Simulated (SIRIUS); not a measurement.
ZnS (Wurtzite-4H):

```
CELL_PARAMETERS angstrom
3.82270 0.00000 0.00000
-1.91135 3.31056 0.00000
0.00000 0.00000 12.52000
ATOMIC_POSITIONS crystal
Zn 0.66667 0.33333 0.75000
Zn 0.33333 0.66667 0.25000
Zn 0.00000 0.00000 0.50000
Zn 0.00000 0.00000 0.00000
S 0.66667 0.33333 0.93750
S 0.33333 0.66667 0.43750
S 0.00000 0.00000 0.68750
S 0.00000 0.00000 0.18750
```

Base run:

```yaml
Program: SIRIUS 7.12.0
Functional: PBE
Potentials_or_basis: all-electron FP-LAPW
Cutoff: 202 eV
Basis: apw+lo standard
k_mesh: 8 × 8 × 3
Occupations: fermi-dirac, width 0.05 eV
Spin: no spin polarisation
```

Its results: band gap on the k mesh 2.12 eV, direct; largest force 0.042 eV/Å.

Problem. The run is repeated on the same cell with these changes: functional from PBE to PBEsol. What comes out?

Solution. Band gap on the k mesh 1.99 eV, direct; largest force 0.039 eV/Å.

Caveats: an odd mesh through Γ misses points on the zone boundary, where band edges often lie.

Not every run made on this cell is shown here.
